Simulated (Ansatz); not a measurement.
# AlCu3: properties at the relaxed cell

One table from this session's results is given with a row withheld; the runs are named, their logs left out.

Program: Ansatz 0.2.0. Level of theory: DFT PBEsol, scalar-relativistic, plane waves, PAW. These are calculated values, not measurements.

1 further run of the same task is left out (set aside as unsound or not needed).

## Starting point

Symmetry: Fm-3m, No. 225, cubic system. The conventional cell has a = 5.767 Å, b = 5.767 Å, c = 5.767 Å, α = 90.00°, β = 90.00°, γ = 90.00°. Al (site symmetry m-3m) is surrounded by 8 Cu at 2.50 Å. Around Cu (site symmetry m-3m) lie 8 Cu at 2.50 Å. Cu (site symmetry -43m) is surrounded by 4 Al at 2.50 Å and 4 Cu at 2.50 Å.

Coordinates:

```
Al Cu
1.0
     0.00000    2.88347    2.88347
     2.88347    0.00000    2.88347
     2.88347    2.88347    0.00000
Al Cu
1 3
Direct
  0.00000 0.00000 0.00000
  0.50000 0.50000 0.50000
  0.25000 0.25000 0.25000
  0.75000 0.75000 0.75000
```

It goes back to an entry of the Materials Project, which need not be the stable form.

This cell was relaxed beforehand with the same method: volume 11.99 Å³/atom, gap on the mesh none (metal).

Set-up of the first run:

input.yaml

```yaml
crystal:
  lattice:
    - [0.0, 2.8834704771, 2.8834704771]
    - [2.8834704771, 0.0, 2.8834704771]
    - [2.8834704771, 2.8834704771, 0.0]
  atoms:
    - { symbol: Al, position: [0.0, 0.0, 0.0] }
    - { symbol: Cu, position: [0.5, 0.5, 0.5] }
    - { symbol: Cu, position: [0.25, 0.25, 0.25] }
    - { symbol: Cu, position: [0.75, 0.75, 0.75] }
basis:
  ecutwfc: 420
kpoints:
  mp_grid: { grid: [12, 12, 12] }
  band_path:
    path:
      - [[0.0, 0.0, 0.0], [0.5, 0.0, 0.5], [0.625, 0.25, 0.625]]
      - [[0.375, 0.375, 0.75], [0.0, 0.0, 0.0], [0.5, 0.5, 0.5], [0.5, 0.25, 0.75], [0.5, 0.0, 0.5]]
    npoints: 14
hamiltonian:
  xc: pbesol
scf:
  occupations: { method: gaussian, width: 0.1 }
  n_extra_bands: 10
output:
  forces: true
  stress: true
  eigenvalues: true
  populations: true
  dos: { projected: true, de: 0.02, nscf_kmesh: { grid: [18, 18, 18] } }
  bader: true
  write_density: true
  write_potential: true
  elf: true
  volumetric_format: npy
```

Command:

```sh
$ ansatz run input.yaml --threads 1 --pin off --max-ram 2560MiB --backend cpu --events-out ev --progress --plain --runs-dir out
```

Among the steps run: Bands, states and charges; Back to the database's cell; Volume × 0.97; Volume × 1.03; The cell scaled to 0.94 of its volume; Volume × 1.06; The cell scaled to 0.91 of its volume; Point at V/V0 = 1.10; Point at V/V0 = 0.88.

One table of the session follows, with a row left open; its other results are not shown here.

| volume (Å³/atom) | energy above the lowest point (meV/atom) | pressure (GPa) |
| --- | --- | --- |
| 10.549 | 104.2 | 26.17 |
| 10.908 | 55.0 | 17.86 |
| 11.268 | 23.0 | 10.86 |
| 11.628 | 5.4 | 4.97 |
| 11.987 | 0.0 | 0.00 |
| 12.347 | 4.8 | -4.18 |
| 12.706 | ? | ? |
| 13.186 | 47.3 | -11.54 |

**Question.** Estimate the row for volume (Å³/atom) = 12.706.

Worked estimate for «energy above the lowest point (meV/atom)». A straight line through the neighbours (12.347, 4.8) and (13.186, 47.3) gives 4.8 + (47.3 − 4.8) × (12.706 − 12.347) / (13.186 − 12.347) = 23.0; a parabola fitted to 3 rows on both sides gives 17.6.

**Answer.** energy above the lowest point (meV/atom): 18.3; pressure (GPa): -7.70. In «energy above the lowest point (meV/atom)» the line misses by +4.7 and the parabola by -0.7.

To keep in mind: The projections leave out shells that the potentials don't hold, such as empty d states.
